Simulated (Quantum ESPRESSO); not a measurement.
# KTaO3 in Quantum ESPRESSO: the effect of functional

Crystal: KTaO3.

```
CELL_PARAMETERS angstrom
3.98830 0.00000 0.00000
0.00000 3.98830 0.00000
0.00000 0.00000 3.98830
ATOMIC_POSITIONS crystal
Ta 0.00000 0.00000 0.00000
K 0.50000 0.50000 0.50000
O 0.00000 0.00000 0.50000
O 0.00000 0.50000 0.00000
O 0.50000 0.00000 0.00000
```

Alike in all runs:

```yaml
Program: Quantum ESPRESSO 7.5
Task: phonons
Cutoff: 762 eV
Density_cutoff: 6095 eV
k_mesh: 4 × 4 × 4, shifted
Occupations: fermi-dirac, width 0.05 eV
Spin: no spin polarisation
```

Each run relaxes the cell or the atoms first.

Problem. One run gave: relaxed volume 12.76 Å³/atom; dielectric constant 5.21 mean; highest phonon frequency 538 cm⁻¹. Which functional did it use?
A. RPBE
B. revPBE
C. vdW-DF-cx
D. PW91
E. PBE

Solution. C.

```tsv
functional	potentials or basis	relaxed volume (Å³/atom)	dielectric constant (mean)	highest phonon frequency (cm⁻¹)
LDA	GBRV 1.5 LDA	12.38	5.23	565
PBE	GBRV 1.5 PBE	13.05	5.18	512
revPBE	GBRV 1.5 PBE	13.25	5.16	496
PW91	GBRV 1.5 PBE	13.03	5.18	515
RPBE	GBRV 1.5 PBE	13.32	5.15	490
vdW-DF-cx	GBRV 1.5 PBE	12.76	5.21	538
```

Caveats: the potentials were made for another functional, which shifts forces and pressure (some runs); some modes are imaginary (some runs).
